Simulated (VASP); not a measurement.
# Zr (Im-3m) in VASP: further runs, part 2 of 2

VASP 6.6.1. The steps go on from the part before.

## 4. Single point, RPBE

Input file run.py:

```python
from ase import Atoms
from ase.calculators.vasp import Vasp
from ase.dft.bandgap import bandgap

atoms = Atoms(
    ['Zr'],
    cell=[[-1.81, 1.81, 1.81], [1.81, -1.81, 1.81], [1.81, 1.81, -1.81]],
    scaled_positions=[[0.0, 0.0, 0.0]],
    pbc=True,
)
calc = Vasp(
    directory='calc',
    xc='rpbe',
    pp='PBE',
    setups='gw',
    prec='Accurate',
    encut=550,
    ediff=1e-06,
    ismear=0,
    sigma=0.1,
    lreal=False,
    lasph=True,
    nelm=80,
    algo='Normal',
    isif=2,
    lwave=False,
    lcharg=True,
    lelf=True,
    lvhar=True,
    kpts=[10, 10, 10],
    gamma=True,
    nbands=12,
)
atoms.calc = calc

print('energy (eV):', atoms.get_potential_energy())
print('free energy (eV):', atoms.get_potential_energy(force_consistent=True))
print('forces (eV/A):')
print(atoms.get_forces())
print('stress (eV/A^3, Voigt):', atoms.get_stress())
print('Fermi level (eV):', calc.get_fermi_level())
gap, top, bottom = bandgap(calc)
print('band gap (eV):', gap, 'from (spin, k, band)', top, 'to', bottom)
```

Potentials or basis: VASP PAW PBE potentials, release 64 (Zr_sv_GW).

Run with:

```bash
> python run.py
```

What it wrote:

```text
energy (eV): -9.70200278
free energy (eV): -9.70728836
forces (eV/A):
[[-0.  0. -0.]]
stress (eV/A^3, Voigt): [ 0.01123989  0.01123989  0.01123989  0.         -0.         -0.        ]
Fermi level (eV): 8.55326078
band gap (eV): 0.0 from (spin, k, band) (None, None, None) to (None, None, None)
```

OUTCAR:

```text
ENCUT = 550.000000
   EDIFF = 1.00e-06
   GGA = RP
   PREC = Accurate
   ISIF = 2
   ISMEAR = 0
   NELM = 80
   LASPH = .TRUE.
   LREAL = .FALSE.

 ion  position               nearest neighbor table
   1  0.000  0.000  0.000-

  LATTYP: Found a body centered cubic cell.
 ALAT       =     3.6200000000

[... 816 lines left out ...]
  Total       -0.2665984     -0.2665984     -0.2665984      0.0000000     -0.0000000      0.0000000
  in kB      -18.0082882    -18.0082882    -18.0082882      0.0000000     -0.0000000      0.0000000
  external PRESSURE =     -18.0082882 kB  Pullay stress =       0.0000000 kB

 VOLUME and BASIS-vectors are now :
 -----------------------------------------------------------------------------
  energy-cutoff  :      550.00
  volume of cell :       23.72
      direct lattice vectors                 reciprocal lattice vectors
    -1.810000000  1.810000000  1.810000000     0.000000000  0.276243094  0.276243094
     1.810000000 -1.810000000  1.810000000     0.276243094  0.000000000  0.276243094
     1.810000000  1.810000000 -1.810000000     0.276243094  0.276243094  0.000000000

 POSITION                                       TOTAL-FORCE (eV/Angst)
 -----------------------------------------------------------------------------------
      0.00000      0.00000      0.00000        -0.000000      0.000000     -0.000000
 -----------------------------------------------------------------------------------
    total drift:                               -0.000000      0.000000      0.000000

  FREE ENERGIE OF THE ION-ELECTRON SYSTEM (eV)
  ---------------------------------------------------
  free  energy   TOTEN  =        -9.7072883585 eV

  energy  without entropy=       -9.6967172020  energy(sigma->0) =       -9.70200278
```

INCAR:

```text
ENCUT = 550.000000
SIGMA = 0.100000
EDIFF = 1.00e-06
ALGO = Normal
GGA = RP
PREC = Accurate
ISIF = 2
ISMEAR = 0
NBANDS = 12
NELM = 80
LASPH = .TRUE.
LCHARG = .TRUE.
LELF = .TRUE.
LVHAR = .TRUE.
LWAVE = .FALSE.
LREAL = .FALSE.
```

Wall time 18 s (1 thread of AMD EPYC 7R13 (Zen 3), shared host); peak memory 0.12 GiB.

What came out:

- Free energy: -9.7073 eV
- Pressure: -1.8 GPa
- Band gap on the k mesh: none (metal or under the smearing width)

Caveat: the PAW data sets were made with another functional, which shifts forces and pressure a little.

## 5. Relaxation of cell and atoms, PBEsol

Input file INCAR:

```
ALGO = Fast
EDIFF = 1E-6
EDIFFG = -0.005
ENCUT = 600
GGA = PS
IBRION = 2
ISIF = 3
ISMEAR = -1
LASPH = T
LCHARG = F
LREAL = F
LWAVE = F
NELM = 100
NSW = 60
PREC = Accurate
SIGMA = 0.05
```

Input file KPOINTS:

```
k-points
0
Gamma
  10 10 10
```

Input file POSCAR:

```
Zr
1.0
   -1.8100000000      1.8100000000      1.8100000000
    1.8100000000     -1.8100000000      1.8100000000
    1.8100000000      1.8100000000     -1.8100000000
Zr
1
Direct
    0.0000000000      0.0000000000      0.0000000000
```

Potentials or basis: VASP PAW PBE potentials, release 64 (Zr_sv).

Run with:

```bash
> cat potpaw_PBE.64/Zr_sv/POTCAR > POTCAR
> mpirun -np 1 vasp_std > vasp.out
```

Run time: 2 min. Hardware: 1 thread of Intel Xeon Platinum 8175M at 2.50GHz (Skylake/Cascade Lake), shared host; peak memory 0.16 GiB.

Results (log left out):

* Free energy: -9.0296 eV
* Relaxed volume: 21.75 Å³/atom
* Relaxed cell: a = 3.046 Å, b = 3.046 Å, c = 3.046 Å, α = 109.47°, β = 109.47°, γ = 109.47°
* Space group after relaxing (to 0.05 Å): Im-3m (No. 229)
* Energy gained by relaxing: 46.2 meV/atom
* Ionic steps: 3
* Pressure after relaxing: 0.0 GPa
* Band gap on the k mesh: none (metal or under the smearing width)

The path:
| step | energy change (eV) | largest force (eV/Å) | pressure (GPa) | volume (Å³) |
| --- | --- | --- | --- | --- |
| 1 | 0.0000 | 0.0000 | -6.92 | 23.72 |
| 2 | -0.0182 | 0.0000 | 6.80 | 20.38 |
| 3 | -0.0462 | 0.0000 | -0.03 | 21.75 |

Final structure:
```yaml
crystal:
  lattice:
    - [-1.75852, 1.75852, 1.75852]
    - [1.75852, -1.75852, 1.75852]
    - [1.75852, 1.75852, -1.75852]
  atoms:
    - { symbol: Zr, position: [0.00000, 0.00000, 0.00000] }
```

Levels at points of the mesh, in eV from the Fermi level:
```csv
k point,band 2,band 3,band 4,band 5,band 6,band 7,band 8,band 9,band 10
"(0.00, 0.00, 0.00)",-25.70,-25.70,-25.70,-5.51,1.13,1.13,1.13,3.80,3.80
"(0.50, 0.00, 0.00)",-26.91,-26.08,-25.71,-3.01,-0.82,1.88,3.83,4.56,6.85
"(0.50, 0.50, 0.50)",-26.52,-26.52,-26.52,-2.85,-2.85,6.10,6.10,6.10,7.89
```

Caveat: the PAW data sets were made with another functional, which shifts forces and pressure a little.

## 6. Relaxation of cell and atoms, PBEsol+D3

Changes to INCAR since step 5:

```diff
@@ -8,2 +8,3 @@
 ISMEAR = -1
+IVDW = 11
 LASPH = T
```

KPOINTS is that of step 5.

POSCAR is that of step 5.

Potentials or basis: VASP PAW PBE potentials, release 64 (Zr_sv).

Run with:

```bash
> cat potpaw_PBE.64/Zr_sv/POTCAR > POTCAR
> mpirun -np 1 vasp_std > vasp.out
```

OUTCAR:

```text
EDIFF = 1E-6
   EDIFFG = -0.005
   ENCUT = 600
   GGA = PS
   IBRION = 2
   ISIF = 3
   ISMEAR = -1
   IVDW = 11
   LASPH = T
   LREAL = F
   NELM = 100
   NSW = 60
   PREC = Accurate
 IVDW          = 11

 ion  position               nearest neighbor table
   1  0.000  0.000  0.000-

  LATTYP: Found a body centered cubic cell.
 ALAT       =     3.6200000000

  Lattice vectors:

 A1 = (  -1.8100000000,   1.8100000000,   1.8100000000)
 A2 = (   1.8100000000,  -1.8100000000,   1.8100000000)
 A3 = (   1.8100000000,   1.8100000000,  -1.8100000000)

Analysis of symmetry for initial positions (statically):
=====================================================================
 Subroutine PRICEL returns:
 Original cell was already a primitive cell.

 Routine SETGRP: Setting up the symmetry group for a
 body centered cubic supercell.

 Subroutine GETGRP returns: Found 48 space group operations
 (whereof 48 operations were pure point group operations)
 out of a pool of 48 trial point group operations.

The static configuration has the point symmetry O_h .

Analysis of symmetry for dynamics (positions and initial velocities):
=====================================================================
 Subroutine PRICEL returns:
 Original cell was already a primitive cell.

 Routine SETGRP: Setting up the symmetry group for a
 body centered cubic supercell.

 Subroutine GETGRP returns: Found 48 space group operations
 (whereof 48 operations were pure point group operations)
 out of a pool of 48 trial point group operations.

The dynamic configuration has the point symmetry O_h .

 Subroutine INISYM returns: Found 48 space group operations
 (whereof 48 operations are pure point group operations),
 and found     1 'primitive' translations

----------------------------------------------------------------------------------------

                                     Primitive cell

  volume of cell :      23.7190

  direct lattice vectors                    reciprocal lattice vectors
    -1.810000000  1.810000000  1.810000000     0.000000000  0.276243094  0.276243094
     1.810000000 -1.810000000  1.810000000     0.276243094  0.000000000  0.276243094
     1.810000000  1.810000000 -1.810000000     0.276243094  0.276243094  0.000000000

  length of vectors
     3.135011962  3.135011962  3.135011962     0.390666730  0.390666730  0.390666730

  position of ions in fractional coordinates (direct lattice)
     0.000000000  0.000000000  0.000000000

  ion indices of the primitive-cell ions
   primitive index   ion index
                 1           1

----------------------------------------------------------------------------------------

 KPOINTS: k-points

Automatic generation of k-mesh.
 Grid dimensions read from file:
 generate k-points for:   10   10   10

 Generating k-lattice:

  Cartesian coordinates                     Fractional coordinates (reciprocal lattice)
     0.000000000  0.027624309  0.027624309     0.100000000  0.000000000  0.000000000
     0.027624309  0.000000000  0.027624309     0.000000000  0.100000000  0.000000000
     0.027624309  0.027624309  0.000000000     0.000000000  0.000000000  0.100000000

  Length of vectors
     0.039066673  0.039066673  0.039066673

  Shift w.r.t. Gamma in fractional coordinates (k-lattice)
     0.000000000  0.000000000  0.000000000

 Subroutine IBZKPT returns following result:
 ===========================================

 Found     47 irreducible k-points:

 Following reciprocal coordinates:
            Coordinates               Weight
  0.000000  0.000000  0.000000      1.000000
  0.100000  0.000000  0.000000     12.000000
  0.200000  0.000000  0.000000     12.000000
  0.300000  0.000000  0.000000     12.000000
  0.400000  0.000000  0.000000     12.000000
  0.500000  0.000000  0.000000      6.000000
[... 16 lines left out ...]
  0.300000  0.300000  0.100000      8.000000
 -0.300000  0.300000  0.100000     24.000000
 [... further k-points ...]
   k-points           NKPTS =     47   k-points in BZ     NKDIM =     47   number of bands    NBANDS=     10
   number of dos      NEDOS =    301   number of ions     NIONS =      1
   total plane-waves  NPLWV =  21952
   dimension x,y,z NGX =    28 NGY =   28 NGZ =   28
   dimension x,y,z NGXF=    56 NGYF=   56 NGZF=   56
   ions per type =               1
   NGX,Y,Z   is equivalent  to a cutoff of  14.85, 14.85, 14.85 a.u.
   NGXF,Y,Z  is equivalent  to a cutoff of  29.70, 29.70, 29.70 a.u.
 SYSTEM =  unknown system
   PREC   = accura    normal or accurate (medium, high low for compatibility)
   ISTART =      0    job   : 0-new  1-cont  2-samecut
   ICHARG =      2    charge: 1-file 2-atom 10-const
   ISPIN  =      1    spin polarized calculation?
   LNONCOLLINEAR =      F non collinear calculations
   LSORBIT =      F    spin-orbit coupling
   LASPH  =      T    aspherical Exc in radial PAW
   ENCUT  =  600.0 eV  44.10 Ry    6.64 a.u.   6.26  6.26  6.26*2*pi/ulx,y,z
   NELM   =    100;   NELMIN=  2; NELMDL= -5     # of ELM steps
   EDIFF  = 0.1E-05   stopping-criterion for ELM
   LREAL  =      F    real-space projection
   EDIFFG = -.5E-02   stopping-criterion for IOM
   NSW    =     60    number of steps for IOM
   IBRION =      2    ionic relax: 0-MD 1-quasi-New 2-CG
   NFREE  =      1    steps in history (QN), initial steepest desc. (CG)
   ISIF   =      3    stress and relaxation
   ISYM   =      2    0-nonsym 1-usesym 2-fastsym
   POTIM  = 0.5000    time-step for ionic-motion
   TEBEG  =    0.0;   TEEND  =   0.0 temperature during run
   PSTRESS=    0.0 pullay stress
   NELECT =      12.0000    total number of electrons
   NUPDOWN=      -1.0000    fix difference up-down
   EMIN   =  10.00;   EMAX   =-10.00  energy-range for DOS
   EFERMI =   0.00;   METHOD = LEGACY
   ISMEAR =    -1;   SIGMA  =   0.05  broadening in eV -4-tet -1-fermi 0-gaus
   EFERMI_NEDOS =   21; number of points for ismear=-14 and -15
   IALGO  =     68    algorithm
   IMIX   =      4    mixing-type and parameters
     AMIX     =   0.40;   BMIX     =  1.00
     AMIX_MAG =   1.60;   BMIX_MAG =  1.00
  volume/ion in A,a.u.               =      23.72       160.06
  Fermi-wavevector in a.u.,A,eV,Ry     =   1.304478  2.465105 23.152520  1.701662
  Thomas-Fermi vector in A             =   2.435411
   LORBIT       =      0    0 simple, 1 ext, 2 COOP (PROOUT), +10 PAW based schemes
   GGA     = PS    functional components
   LHFCALC =     F    Hartree Fock is set to
   AEXX    =    0.0000 exact exchange contribution
   IVDW    =    11    specifies the selected vdW correction
   LEPSILON=     F    determine dielectric tensor
   LRPA    =     F    only Hartree local field effects (RPA)
 conjugate gradient relaxation of ions
 non-spin polarized calculation
 RMM-DIIS sequential band-by-band and
  energy-cutoff  :      600.00
  volume of cell :       23.72
 maximum number of plane-waves:       802
 NGX is ok and might be reduce to    28
   NGX = 13   NGY = 13   NGZ = 13

--------------------------------------- Ionic step        1  -------------------------------------------

 number of electron      12.0000000 magnetization

 Free energy of the ion-electron system (eV)
  ---------------------------------------------------
  ext. energy  EPLUGINS =         0.00000000
  ---------------------------------------------------
  free energy    TOTEN  =        -8.98339695 eV

  energy without entropy =       -8.96721652  energy(sigma->0) =       -8.97530674

------------------------ aborting loop because EDIFF is reached ----------------------------------------

 Edisp (eV)   -0.31689

 E8    (eV) :    -0.2067
[... 30 lines left out ...]
--------------------------------------- Ionic step        2  -------------------------------------------

 number of electron      12.0000000 magnetization

 E-fermi :  10.8975     XC(G=0): -12.1378

 val. band max:       10.8143135241   @ k =   0.1000   0.1000   0.1000
 cond. band min:      10.9024695257   @ k =  -0.3000   0.3000   0.1000
 fundamental gap:      0.0881560017
 Fermi energy:        10.8975220390

 k-point     1 :       0.0000    0.0000    0.0000
  band No.  band energies     occupation
      1     -37.1472      2.00000
      2     -14.2764      2.00000
      3     -14.2764      2.00000
      4     -14.2764      2.00000
      5       5.3401      2.00000
      6      12.1251      0.00000
      7      12.1251      0.00000
      8      12.1251      0.00000
      9      15.1860      0.00000
     10      15.1860      0.00000
[... 337 lines left out ...]
--------------------------------------- Ionic step        3  -------------------------------------------

 number of electron      12.0000000 magnetization

 Free energy of the ion-electron system (eV)
  ---------------------------------------------------
  ext. energy  EPLUGINS =         0.00000000
  ---------------------------------------------------
  free energy    TOTEN  =        -9.01886605 eV

  energy without entropy =       -9.00630199  energy(sigma->0) =       -9.01258402

 E-fermi :   9.8270     XC(G=0): -11.7024

 val. band max:        9.8129744346   @ k =   0.1000   0.1000   0.1000
 cond. band min:       9.8967763753   @ k =  -0.3000   0.3000   0.1000
 fundamental gap:      0.0838019407
 Fermi energy:         9.8270357084

 k-point     1 :       0.0000    0.0000    0.0000
  band No.  band energies     occupation
      1     -38.3622      2.00000
      2     -15.7084      2.00000
      3     -15.7084      2.00000
      4     -15.7084      2.00000
      5       4.2912      2.00000
      6      10.9930      0.00000
      7      10.9930      0.00000
      8      10.9930      0.00000
      9      13.7845      0.00000
     10      13.7845      0.00000
[... 331 lines left out ...]
  FREE ENERGIE OF THE ION-ELECTRON SYSTEM (eV)
  ---------------------------------------------------
  free  energy   TOTEN  =        -9.3970213802 eV

  energy  without entropy=       -9.3844573203  energy(sigma->0) =       -9.39073935

 reached required accuracy - stopping structural energy minimisation
```

It took 2 min on 1 thread of Intel Xeon Platinum 8175M at 2.50GHz (Skylake/Cascade Lake), shared host; peak memory 0.18 GiB.

What came out:

* Free energy: -9.3970 eV
* Relaxed volume: 20.88 Å³/atom
* Relaxed cell: a = 3.005 Å, b = 3.005 Å, c = 3.005 Å, α = 109.47°, β = 109.47°, γ = 109.47°
* Space group after relaxing (to 0.05 Å): Im-3m (No. 229)
* Energy gained by relaxing: 96.7 meV/atom
* Ionic steps: 3
* Pressure after relaxing: 0.0 GPa
* Band gap on the k mesh: none (metal or under the smearing width)
* Dispersion energy per atom: -0.378 eV

Step by step:
```tsv
step	energy change (eV)	largest force (eV/Å)	pressure (GPa)	volume (Å³)
1	0.0000	0.0000	-9.78	23.72
2	-0.0443	0.0000	10.11	19.09
3	-0.0967	0.0000	-0.02	20.88
```

Final structure:
```xyz
1
Lattice="-1.7348 1.7348 1.7348 1.7348 -1.7348 1.7348 1.7348 1.7348 -1.7348" Properties=species:S:1:pos:R:3 pbc="T T T"
Zr    0.0000    0.0000    0.0000
```

Levels at points of the mesh, in eV from the Fermi level:
| k point | band 4 | band 5 | band 6 | band 7 | band 8 | band 9 |
| --- | --- | --- | --- | --- | --- | --- |
| (0.00, 0.00, 0.00) | -25.54 | -5.54 | 1.17 | 1.17 | 1.17 | 3.96 |
| (0.50, 0.00, 0.00) | -25.55 | -3.11 | -0.88 | 2.11 | 4.01 | 4.77 |
| (0.50, 0.50, 0.50) | -26.46 | -3.02 | -3.02 | 6.40 | 6.40 | 6.40 |

Caveat: the PAW data sets were made with another functional, which shifts forces and pressure a little; pairwise dispersion overbinds metals, which lowers pressure and volume.

## 7. Summary

```tsv
task	level	potentials or basis	cell	k mesh	cutoff (eV)	smearing	gap on the mesh (eV)	pressure (GPa)	relaxed volume (Å³/atom)
relaxation of the atoms	r2SCAN	VASP PAW PBE potentials, release 64 (Zr_sv)	atoms relaxed from: cell strained at random at fixed volume	7 × 7 × 7	520	methfessel-paxton 0.1 eV	none	-1.6	-
single point	RPBE	VASP PAW PBE potentials, release 64 (Zr_sv_GW)	as given	10 × 10 × 10	550	gaussian 0.1 eV	none	-1.8	-
relaxation of cell and atoms	PBEsol	VASP PAW PBE potentials, release 64 (Zr_sv)	relaxed	10 × 10 × 10	600	fermi-dirac 0.05 eV	none	0.0	21.75
relaxation of cell and atoms	PBEsol+D3	VASP PAW PBE potentials, release 64 (Zr_sv)	relaxed	10 × 10 × 10	600	fermi-dirac 0.05 eV	none	0.0	20.88
```

Alike in all rows: no spin polarisation.

Caveats: the PAW data sets were made with another functional, which shifts forces and pressure a little; the relaxation stopped at its first step, so nothing moved (some runs); pairwise dispersion overbinds metals, which lowers pressure and volume (some runs).

Total energies depend on the potentials used, so only differences within one code and one set of settings carry meaning.
